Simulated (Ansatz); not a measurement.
# InSb: energy along a strain

InSb, F-43m, a = 6.478 Å (as given, not relaxed at this level: 1.7 GPa). Ansatz: r2SCAN, PAW, 500 eV, Γ-centred 10×10×10 mesh on 2 atoms, Gaussian smearing 0.03 eV; no spin polarisation. Cell vectors (Å): 0.000 3.239 3.239; 3.239 0.000 3.239; 3.239 3.239 0.000. The cell is strained by x per cent times the pattern (0 0 1 0 0 0) in the order xx yy zz yz xz xy (engineering shears), with fractional coordinates held. y is the free energy over the start, V0 = 33.984 Å³/atom.

| x (%) | y (meV/atom) |
| --- | --- |
| -2.00 | ? |
| -1.50 | 7.11 |
| -1.00 | 4.35 |
| -0.50 | 1.98 |
| 0.00 | 0.00 |
| 0.50 | -1.60 |
| 1.00 | -2.83 |
| 1.50 | -3.69 |
| 1.75 | -3.98 |
| 2.00 | -4.18 |

Task: Fit y = c1 x + c2 x² + c3 x³ to the other rows, get the stiffness along the pattern, and predict the missing energy.

Result: Least squares on the rows shown. y = −3.583 x + 0.7604 x² − 0.007171 x³. The clamped-ion stiffness p·C·p = 2 × 7.604 eV × 160.2 / 33.984 Å³ = 72 GPa, which is C33 in these axes (C11 of the cubic crystal) (second derivative at the start, which stands under stress). At x = -2.00 the fit asked for gives 10.26 meV/atom. The run gave 10.26 meV/atom, the same to the digits shown.